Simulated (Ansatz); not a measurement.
## Ge in Ansatz: the effect of functional

Ge:

```xyz
2
Lattice="-2.4622 2.6150 1.4175 2.4622 -2.6150 1.4175 2.4622 2.6150 -1.4175" Properties=species:S:1:pos:R:3 pbc="T T T"
Ge    0.0000    1.3075    0.1816
Ge    2.4622    1.3075    1.2359
```

This isn't the form of Ge at room conditions, which is diamond.

The cell isn't the ideal one: volume scaled by 0.96.

Alike in all runs:

- Program: Ansatz 0.2.0
- Task: single point
- Potentials or basis: Ansatz PAW
- k mesh: 11 × 11 × 11
- Occupations: fermi-dirac, width 0.05 eV
- Spin: no spin polarisation

```tsv
functional	cutoff	pressure (GPa)	largest force (eV/Å)
LDA	420 eV (not typed: the program's choice for these potentials)	-1.4	0.07
PBEsol	420 eV (not typed: the program's choice for these potentials)	0.6	0.05
r2SCAN	500 eV (not typed: the program's choice for these potentials)	?	?
```

**Question.** What does the run with functional r2SCAN give?

**Answer.** Pressure 1.9 GPa; largest force 0.09 eV/Å.

Caveats: the PAW data sets come from PBE, with cores solved anew for the run's functional, which leaves a small shift of forces and pressure.

Runs at the PBE level aren't shown here.
